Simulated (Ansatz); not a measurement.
TiO2:

```
CELL_PARAMETERS angstrom
-2.97316 3.28737 3.28740
2.97316 -3.28737 3.28740
2.97316 3.28737 -3.28740
ATOMIC_POSITIONS crystal
Ti 0.00000 0.50000 0.00000
Ti 0.00000 0.00000 0.50000
Ti 0.49524 0.24524 0.25000
Ti 0.50475 0.75475 0.75000
O 0.69508 0.69523 0.50015
O 0.69508 0.19493 0.99985
O 0.80452 0.74962 0.05490
O 0.19472 0.74962 0.44510
O 0.80528 0.25038 0.55490
O 0.30492 0.80507 0.00015
O 0.19548 0.25038 0.94510
O 0.30492 0.30477 0.49985
```

The cell is a database's computed one.

Base run:

```yaml
Program: Ansatz 0.2.0
Functional: PBE
Potentials_or_basis: Ansatz PAW
Cutoff: "420 eV (not typed: the program's choice for these potentials)"
k_mesh: 8 × 8 × 8
Occupations: fermi-dirac, width 0.05 eV
Spin: no spin polarisation
```

Its results: band gap on the k mesh 1.84 eV; pressure -1.4 GPa; largest force 0.060 eV/Å.

The run is repeated on the same cell with these changes: cutoff from 420 eV (not typed: the program's choice for these potentials) to 250 eV; k mesh from 8 × 8 × 8 to 6 × 6 × 6. What comes out?

Band gap on the k mesh 1.78 eV; pressure -10.1 GPa; largest force 0.165 eV/Å.

Caveats: the pressure holds a Pulay correction of +101.6 GPa for the finite cutoff (some runs); the cutoff lies under the one recommended for these potentials (some runs).

A k mesh can miss the band edges.
